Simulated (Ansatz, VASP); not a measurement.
# One calculation of Na, two programs

INCAR

```
SYSTEM = Na
PREC = Accurate ; ENCUT = 520
EDIFF = 1E-7 ; ISMEAR = -1
SIGMA = 0.05 ; LREAL = .False.
LASPH = .True. ; NELM = 60
ALGO = Normal ; ISIF = 2
LWAVE = .False. ; LCHARG = .False.
GGA = PE ; NBANDS = 14
```

The input KPOINTS:

```
Automatic mesh
0
Gamma
  13 13 7
  0 0 0
```

File POSCAR:

```
Na
1.0
    3.7670009976      0.0000000000      0.0000000000
   -1.8835004988      3.2623185600      0.0000000000
    0.0000000000      0.0000000000      5.9693800000
Na
2
Direct
    0.3333333333      0.6666666667      0.2500000000
    0.6666666667      0.3333333333      0.7500000000
```

Input for Ansatz:

```yaml
crystal:
  lattice:
    - [3.7670009976, 0.0, 0.0]
    - [-1.8835004988, 3.26231856, 0.0]
    - [0.0, 0.0, 5.96938]
  atoms:
    - { symbol: Na, position: [0.3333333333, 0.6666666667, 0.25] }
    - { symbol: Na, position: [0.6666666667, 0.3333333333, 0.75] }
kpoints:
  mp_grid: { grid: [13, 13, 7] }
  band_path:
    path:
      - [0.0, 0.0, 0.0]
      - [0.5, 0.0, 0.0]
      - [0.3333333333, 0.3333333333, 0.0]
      - [0.0, 0.0, 0.0]
      - [0.0, 0.0, 0.5]
      - [0.5, 0.0, 0.5]
      - [0.3333333333, 0.3333333333, 0.5]
      - [0.0, 0.0, 0.5]
      - [0.5, 0.0, 0.5]
    npoints: 5
scf:
  occupations: { method: fermi_dirac, width: 0.05 }
hamiltonian:
  xc: pbe
  pseudopotentials: { kind: all_electron, lapw: { basis_error: 0.00025 } }
output:
  forces: true
  stress: true
  eigenvalues: true
```

Change from the starting cell: zz strain of -3 %.

Alike in both runs: task single point; functional PBE; k mesh 13 × 13 × 7; occupations fermi-dirac, width 0.05 eV; no spin polarisation.

```csv
,VASP,Ansatz
version,VASP 6.6.1,Ansatz 0.2.0
potentials or method,"VASP PAW PBE potentials, release 64 (Na_pv)","all-electron LAPW, scalar-relativistic"
plane-wave cutoff (eV),520,see its input
```

```csv
,VASP,Ansatz,Ansatz less VASP
pressure (GPa),0.1,0.1,+0.01
largest component of the traceless stress (GPa),0.24,0.24,+0.002
```

Ansatz ran all-electron here, so the differences hold the error of VASP's frozen core and of both bases.
